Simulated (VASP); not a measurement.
# NaCl: molecular dynamics with a thermostat

NaCl, P-62m (no. 189), 12 atoms in the cell. PBE, molecular dynamics; PAW potentials Cl, Na (PBE set).

Ensemble: Nose-Hoover; Target temperature (K): 1000.

## Input

INCAR:
```
ALGO = Normal
EDIFF = 1E-6
ENCUT = 260
GGA = PE
IBRION = 0
ISIF = 2
ISMEAR = 0
ISYM = 0
KPAR = 2
LASPH = T
LCHARG = F
LREAL = Auto
LWAVE = F
MDALGO = 2
NELM = 60
NELMIN = 4
NSW = 60
POTIM = 2.0
PREC = Normal
RANDOM_SEED = 805343 0 0
SIGMA = 0.05
SMASS = 0
TEBEG = 1000
```

KPOINTS:
```
k-points
0
Monkhorst-Pack
  2 2 2
```

POSCAR:
```
NaCl
1.0
    6.7996343451      0.0000000000      0.0000000000
   -3.3998171725      5.8886560793      0.0000000000
    0.0000000000      0.0000000000      7.0948380000
Cl Na
6 6
Direct
    0.0000000000      0.0000000000      0.2490880000
    0.0000000000      0.0000000000      0.7509120000
    0.3333333333      0.6666666667      0.2504470000
    0.3333333333      0.6666666667      0.7495530000
    0.6666666667      0.3333333333      0.7495530000
    0.6666666667      0.3333333333      0.2504470000
    0.3365710000      0.0000000000      0.0000000000
    0.6634290000      0.6634290000      0.0000000000
    0.0000000000      0.3365710000      0.0000000000
    0.6692000000      0.0000000000      0.5000000000
    0.3308000000      0.3308000000      0.5000000000
    0.0000000000      0.6692000000      0.5000000000
```

Commands:
```
cat potpaw_PBE.64/Cl/POTCAR potpaw_PBE.64/Na/POTCAR > POTCAR
mpirun -np 2 vasp_std > vasp.out
```

## Result

- Mean temperature (K): 946
- Spread of the conserved energy (meV/atom): 0.79
- Rise of the mean potential energy above the start (meV/atom): 114.4
- Electronic steps per ionic step after the first: 4.6

Course of the run:

| Time (fs) | Temperature (K) | Potential energy less the first (meV/atom) | Conserved energy less the first (meV/atom) |
|---|---|---|---|
| 2 | 1000 | 0.0 | 0.00 |
| 12 | 937 | 7.8 | -0.01 |
| 20 | 806 | 26.4 | -0.02 |
| 30 | 598 | 63.5 | -0.02 |
| 38 | 508 | 92.9 | 0.06 |
| 48 | 791 | 104.1 | 0.32 |
| 56 | 1494 | 97.9 | 0.28 |
| 66 | 2155 | 112.5 | -0.41 |
| 74 | 1623 | 149.2 | 0.10 |
| 84 | 773 | 187.7 | 0.20 |
| 92 | 516 | 195.4 | 0.01 |
| 102 | 515 | 188.3 | -0.05 |
| 110 | 639 | 181.7 | -0.02 |
| 120 | 937 | 177.2 | 0.03 |

REPORT:
```
MDALGO =   2
               SCALING =       0
                 CNEXP =     9.000   14.000
           RANDOM_SEED =            805343                0                0

   original number of atomic DOF:         33
   number of independent constraints:      0
   number of active DOF:                  33

========================================
         MD step No.       1
========================================

  Atomic velocities initialized by STEP_tb

  >Energies
                    E_tot             E_pot             E_kin               EPS                ES
   e_b>   -0.38737062E+02   -0.40158976E+02    0.14219140E+01    0.00000000E+00    0.00000000E+00

  >Temperature
               T_sim     T_inst
   tmprt>   1000.000   1000.032

  >Thermostat:
           s(n+1) sdot(n+1)      s(n)   sdot(n)        Qs
   s_b>   0.00000   0.00000   0.00000   0.00000   0.19241

           RANDOM_SEED =            805343               72                0

[... steps left out ...]

========================================
         MD step No.      60
========================================

  >Energies
                    E_tot             E_pot             E_kin               EPS                ES
   e_b>   -0.38736686E+02   -0.38032089E+02    0.13319582E+01    0.17130349E+00   -0.22078585E+01

  >Temperature
               T_sim     T_inst
   tmprt>   1000.000    936.766

  >Thermostat:
           s(n+1) sdot(n+1)      s(n)   sdot(n)        Qs
   s_b>  -0.81510  -0.03886  -0.77639  -0.03855   0.19241

           RANDOM_SEED =            805343               72                0
```

OSZICAR:
```
N       E                     dE             d eps       ncg     rms          rms(c)
DAV:   1     0.271691575673E+03    0.27169E+03   -0.12390E+04   744   0.712E+02
DAV:   2    -0.752863615945E+01   -0.27922E+03   -0.27039E+03  1105   0.195E+02
DAV:   3    -0.405840722261E+02   -0.33055E+02   -0.32882E+02   912   0.764E+01
DAV:   4    -0.415968854535E+02   -0.10128E+01   -0.10118E+01   901   0.169E+01
DAV:   5    -0.416374249982E+02   -0.40540E-01   -0.40536E-01   971   0.310E+00    0.662E+00
DAV:   6    -0.402510020219E+02    0.13864E+01   -0.27805E+00   842   0.611E+00    0.533E+00
DAV:   7    -0.401160720399E+02    0.13493E+00   -0.69747E-01   960   0.302E+00    0.317E+00
DAV:   8    -0.401522626957E+02   -0.36191E-01   -0.44719E-02   807   0.121E+00    0.341E-01
DAV:   9    -0.401550057352E+02   -0.27430E-02   -0.34323E-03   960   0.230E-01    0.163E-01
DAV:  10    -0.401588952201E+02   -0.38895E-02   -0.45501E-03   765   0.306E-01    0.250E-02
DAV:  11    -0.401589416975E+02   -0.46477E-04   -0.78805E-05   984   0.367E-02    0.979E-03
DAV:  12    -0.401589754456E+02   -0.33748E-04   -0.44629E-05   786   0.284E-02    0.762E-03
[... left out ...]
     58 T=   799. E= -.38736827E+02 F= -.38018694E+02 E0= -.38018694E+02  EK= 0.11354E+01 SP= -.20E+01 SK= 0.14E+00
     59 T=   865. E= -.38736711E+02 F= -.38027179E+02 E0= -.38027179E+02  EK= 0.12298E+01 SP= -.21E+01 SK= 0.16E+00
[... last step whole ...]
       N       E                     dE             d eps       ncg     rms          rms(c)
DAV:   1    -0.380320648881E+02   -0.48862E-02   -0.35900E-05  1202   0.197E+00    0.265E-02
DAV:   2    -0.380320902938E+02   -0.25406E-04   -0.26145E-04   772   0.837E-02    0.169E-02
DAV:   3    -0.380320896889E+02    0.60485E-06   -0.43903E-06   840   0.127E-02    0.115E-02
DAV:   4    -0.380320894266E+02    0.26231E-06   -0.42432E-07   561   0.395E-03
     60 T=   937. E= -.38736686E+02 F= -.38032089E+02 E0= -.38032089E+02  EK= 0.13320E+01 SP= -.22E+01 SK= 0.17E+00
```

Limits: 120 fs of 12 atoms are too short for converged averages.

VASP 6.6.1 took 573 s on 2 cores (Intel Xeon Platinum 8175M @ 2.50GHz (Skylake/Cascade Lake)), a shared host.
